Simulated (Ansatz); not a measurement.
Crystal: HfO2.

```
CELL_PARAMETERS angstrom
0.00000 2.55750 2.55750
2.55750 0.00000 2.55750
2.55750 2.55750 0.00000
ATOMIC_POSITIONS crystal
Hf 0.00000 0.00000 0.00000
O 0.75000 0.75000 0.75000
O 0.25000 0.25000 0.25000
```

Measurements of this composition are mostly on another form, of space group No. 14.

Base run:

```yaml
Program: Ansatz 0.2.0
Functional: PBEsol
Potentials_or_basis: Ansatz PAW
Cutoff: 420 eV
Density_cutoff: 1680 eV
k_mesh: 9 × 9 × 9
Occupations: fermi-dirac, width 0.05 eV
Spin: no spin polarisation
Hubbard_terms: Hf d U = 3.5 eV
```

Its results: band gap on the k mesh 4.30 eV, indirect (least direct gap 4.42 eV); pressure -5.1 GPa.

Question: The run is repeated on the same cell with these changes: functional from PBEsol to r2SCAN; cutoff from 420 eV to 500 eV; density cutoff from 1680 eV to 2000 eV. What comes out?

Answer: Band gap on the k mesh 4.97 eV, indirect (least direct gap 5.07 eV); pressure -3.4 GPa.

r2SCAN gives the wider gap, since meta-GGAs in the generalised Kohn-Sham scheme recover part of the derivative discontinuity.

Caveats: the k mesh misses the band edges, so the gap on the mesh is wider than the one along the path; spin-orbit coupling is left out, which moves the levels of the heavy elements; the PAW data sets come from PBE, with cores solved anew for the run's functional, which leaves a small shift of forces and pressure.

Not every run made on this cell is shown here.
